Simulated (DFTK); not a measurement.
# SnSe2 (P-3m1) in DFTK: reference runs

Aim: a first look at SnSe2 with PBE, on the cell as given.

Program: DFTK 0.8.2. These are calculated values, not measurements. Logs are shortened: lines on timing, memory, paths and dates and some standing lists are left out, and cuts for length are marked.

### 1 The structure

The structure is trigonal, space group P-3m1 (No. 164). The conventional cell has a = 3.811 Å, b = 3.811 Å, c = 6.136 Å, α = 90.00°, β = 90.00°, γ = 120.00°. Sn (site symmetry -3m) has 6 Se at 2.68 Å as nearest neighbours. Se (site symmetry 3m) is surrounded by 3 Sn at 2.68 Å.

### 2 Single point, PBE

run.jl reads:

```julia
using DFTK
using PseudoPotentialData
using Unitful, UnitfulAtomic
using LinearAlgebra, Printf
include("save.jl")
disable_threading()

# lattice vectors are the columns
lattice = austrip(1u"Å") * [         3.811        -1.9055            0.0;
                      0.0   3.3004228138            0.0;
                      0.0            0.0          6.136]
symbols   = [:Sn, :Se, :Se]
positions = [[0.0, 0.0, 0.0],
             [0.6666666667, 0.3333333333, 0.751],
             [0.3333333333, 0.6666666667, 0.249]]
pseudopotentials = PseudoFamily("dojo.nc.sr.pbe.v0_4_1.standard.upf")
elements = Dict(s => ElementPsp(s, pseudopotentials) for s in unique(symbols))
atoms    = [elements[s] for s in symbols]

build_model(lattice, positions; symmetries=true) =
    model_DFT(lattice, atoms, positions;
              functionals=PBE(),
              temperature=austrip(0.05u"eV"),
              smearing=Smearing.FermiDirac(),
              symmetries)
Ecut  = 43.0  # hartree
kgrid = [8, 8, 5]
tol   = 1e-6
to_GPa = ustrip(uconvert(u"GPa", 1u"hartree/bohr^3"))

model = build_model(lattice, positions)
basis = PlaneWaveBasis(model; Ecut, kgrid)
display(basis)
scfres = self_consistent_field(basis;
                               tol,
                               nbandsalg=AdaptiveBands(model; n_bands_converge=29))
display(scfres.energies)
@printf "Fermi level: %.6f eV\n" ustrip(auconvert(u"eV", something(scfres.εF, NaN)))
forces = compute_forces_cart(scfres)
println("Forces (eV/Å)")
for (s, f) in zip(symbols, forces)
    @printf "%-3s %12.6f %12.6f %12.6f\n" s ustrip.(auconvert.(u"eV/Å", f))...
end
stress = compute_stresses_cart(scfres)
println("Stress (GPa)")
display(round.(stress * to_GPa; digits=4))
println("Levels at the first k-point (eV): ", round.(ustrip.(auconvert.(u"eV", scfres.eigenvalues[1][1:scfres.n_bands_converge])); digits=4))
save_scf!(scfres; forces, stress)
```

Potentials or basis: dojo.nc.sr.pbe.v0_4_1.standard.upf (PBE).

Started as:

```sh
$ julia --threads=1 run.jl  # save.jl only writes the numbers to a file and isn't shown; printed stress counts tension as positive; times include loading and compiling
```

Log:

```text
PlaneWaveBasis discretization:

    Ecut                 : 43.0 Ha
    fft_size             : (45, 45, 72), 145800 total points
    kgrid                : MonkhorstPack([8, 8, 5])
    num.   red. kpoints  : 320
    num. irred. kpoints  : 40

    Discretized Model(gga_x_pbe+gga_c_pbe, 3D):
        lattice (in Bohr)    : [7.20175   , -3.60087  , 0         ]
                               [0         , 6.2369    , 0         ]
                               [0         , 0         , 11.5954   ]
        unit cell volume     : 520.82 Bohr³

        atoms                : Se₂Sn
        pseudopot. family    : PseudoFamily("dojo.nc.sr.pbe.v0_4_1.standard.upf")

        num. electrons       : 46
        spin polarization    : none
        temperature          : 0.0018375 Ha
        smearing             : DFTK.Smearing.FermiDirac()

        terms                : Kinetic()
                               AtomicLocal()
                               AtomicNonlocal()
                               Ewald(nothing)
                               PspCorrection()
                               Hartree()
                               Xc(gga_x_pbe, gga_c_pbe)
                               Entropy()
n     Energy            log10(ΔE)   log10(Δρ)   Diag   Δtime
---   ---------------   ---------   ---------   ----   ------
  1   -321.2959301677                   -0.98    5.5    40.1s
  2   -321.3109196524       -1.82       -1.48    1.0    14.5s
  3   -321.3117662971       -3.07       -2.05    3.1    19.3s
  4   -321.3118464562       -4.10       -2.80    2.0    17.6s
  5   -321.3118512185       -5.32       -3.06    3.0    20.2s
  6   -321.3118514142       -6.71       -3.41    1.1    14.5s
  7   -321.3118514443       -7.52       -4.22    1.8    14.6s
  8   -321.3118514476       -8.48       -4.67    3.4    21.0s
  9   -321.3118514480       -9.40       -5.16    2.1    16.0s
 10   -321.3118514480      -10.34       -5.89    2.4    19.0s
 11   -321.3118514480      -11.85       -6.42    3.2    16.6s
Energy breakdown (in Ha):
    Kinetic             204.1016725
    AtomicLocal         -259.8821642
    AtomicNonlocal      -128.6816057
    Ewald               -170.5240071
    PspCorrection       8.1006538
    Hartree             96.1148545
    Xc                  -70.5412545
    Entropy             -0.0000009

    total               -321.311851448035
Fermi level: 4.208734 eV
Forces (eV/Å)
Sn      0.000000     0.000000     0.000000
Se     -0.000002     0.000001    -0.816704
Se      0.000002    -0.000001     0.816704
Stress (GPa)
3×3 StaticArraysCore.SMatrix{3, 3, Float64, 9} with indices SOneTo(3)×SOneTo(3):
 -5.2831   0.0      0.0
  0.0     -5.2831   0.0
 -0.0     -0.0     -6.6811
Levels at the first k-point (eV): [-43.0938, -43.0938, -43.0938, -43.0938, -43.0402, -43.0402, -43.0396, -43.0396, -43.0213, -43.021, -17.5128, -17.5128, -17.4745, -17.4608, -17.4608, -10.2223, -8.4438, -2.2715, 3.0949, 3.0949, 3.39, 3.39, 3.7961, 4.8595, 6.7454, 8.4279, 8.4279, 11.9291, 12.7396]
```

Wall time 6.9 min (1 thread of Intel Xeon Platinum 8488C (Sapphire Rapids), shared host); peak memory 2.5 GiB.

Results:

```
Free energy            : -8743.3409 eV
Pressure               : 5.7 GPa
Largest force          : 0.817 eV/Å
Band gap on the k mesh : 0.79 eV, indirect (least direct gap 1.06 eV)
```

Forces on the atoms (eV/Å):
```
Sn   0.000  0.000  0.000
Se   0.000  0.000 -0.817
Se   0.000  0.000  0.817
```

Caveat: spin-orbit coupling is left out, which moves the levels of the heavy elements; an odd mesh through Γ misses points on the zone boundary, where band edges often lie; this functional lacks dispersion, which binds the layers, so the pressure and a relaxed spacing across them are unreliable.
